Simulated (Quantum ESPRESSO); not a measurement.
TiC in Quantum ESPRESSO: the effect of functional

Crystal: TiC.

```
Ti C
1.0
     0.00000    2.16572    2.16572
     2.16572    0.00000    2.16572
     2.16572    2.16572    0.00000
Ti C
1 1
Direct
  0.00000 0.00000 0.00000
  0.50000 0.50000 0.50000
```

The cell is a database's computed one.

Alike in all runs:

- Program: Quantum ESPRESSO 7.5
- Task: phonons
- Cutoff: 1143 eV
- Density cutoff: 4572 eV
- k mesh: 9 × 9 × 9
- Occupations: cold, width 0.2 eV
- Spin: no spin polarisation

Each run relaxes the cell or the atoms first.

Question: One run gave: relaxed volume 10.32 Å³/atom; highest phonon frequency 514 cm⁻¹. Which functional did it use?
A. RPBE
B. LDA
C. AM05
D. WC
E. PBEsol

Answer: A.

```csv
functional,potentials or basis,relaxed volume (Å³/atom),highest phonon frequency (cm⁻¹)
LDA,PseudoDojo 0.4.1 SR LDA standard,9.68,563
PBEsol,PseudoDojo 0.4.1 SR PBEsol standard,9.90,553
WC,PseudoDojo 0.4.1 SR PBE standard,9.94,550
AM05,PseudoDojo 0.4.1 SR PBE standard,9.87,557
RPBE,PseudoDojo 0.4.1 SR PBE standard,10.32,514
vdW-DF-cx,PseudoDojo 0.4.1 SR PBE standard,9.97,552
```

Caveats: the mesh is thin for the phonons of a metal; the potentials were made for another functional, which shifts forces and pressure (some runs).

Runs at the PBE level aren't shown here.
